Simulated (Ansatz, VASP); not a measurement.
**Pb in VASP and in Ansatz**

File INCAR:

```
PREC     = Accurate       # precision mode
ENCUT    = 520            # plane-wave cutoff, eV
EDIFF    = 1E-6           # SCF threshold, eV
ISMEAR   = -1             # smearing method
SIGMA    = 0.1            # smearing width, eV
LREAL    = False          # projectors in reciprocal space
LASPH    = True           # aspherical terms in the spheres
NELM     = 80             # most SCF steps
ALGO     = Normal         # electronic algorithm
ISIF     = 2              # what is computed and relaxed
LWAVE    = False          # write WAVECAR
LCHARG   = False          # write CHGCAR
GGA      = CA             # functional
NBANDS   = 28             # bands
```

The input KPOINTS:

```
regular mesh
0
Gamma
  8 8 11
```

POSCAR

```
Pb
1.0
    5.7130456840      0.0000000000      0.0000000000
   -2.8565228420      4.9476426953      0.0000000000
    0.0000000000      0.0000000000      3.4710006053
Pb
3
Direct
    0.0000000000      1.0000000000      0.0000000000
    0.3333333333      0.6666666667      0.5000000000
    0.6666666667      0.3333333333      0.5000000000
```

Input for Ansatz:

```yaml
crystal:
  lattice:
    - [5.713045684, 0.0, 0.0]
    - [-2.856522842, 4.9476426953, 0.0]
    - [0.0, 0.0, 3.4710006053]
  atoms:
    - { symbol: Pb, position: [0.0, 1.0, 0.0] }
    - { symbol: Pb, position: [0.3333333333, 0.6666666667, 0.5] }
    - { symbol: Pb, position: [0.6666666667, 0.3333333333, 0.5] }
hamiltonian:
  xc: lda
  pseudopotentials:
    kind: paw
    azcp:
      Pb: "pseudopotentials/Pb.paw.azcp"
basis:
  ecutwfc: 420
  fft_grid_basis: typed
kpoints:
  mp_grid: { grid: [8, 8, 11], shift: [0, 0, 0] }
magnetization:
  spin_polarized: false
scf:
  occupations: { method: fermi_dirac, width: 0.1 }
  lower_state_search: "off"
output:
  stress: true
  write_density: true
  write_potential: true
  elf: true
  volumetric_format: npy
```

Alike in both runs: task single point; functional LDA; k mesh 8 × 8 × 11; occupations fermi-dirac, width 0.1 eV; no spin polarisation.

|  | VASP | Ansatz |
| --- | --- | --- |
| version | VASP 6.6.1 | Ansatz 0.2.0 |
| potentials or method | VASP PAW LDA potentials, release 64 (Pb_d) | plane waves (420 eV) with PAW, scalar-relativistic |
| plane-wave cutoff (eV) | 520 | 420 |
| valence electrons in the cell | 42 | 42 |

|  | VASP | Ansatz | Ansatz less VASP |
| --- | --- | --- | --- |
| pressure (GPa) | -4.4 | -4.4 | -0.01 |
| largest component of the traceless stress (GPa) | 0.38 | 0.36 | -0.019 |

Ansatz warned: «pseudo_functional_mismatch».

Spin-orbit coupling is left out, which matters for the levels of Pb.
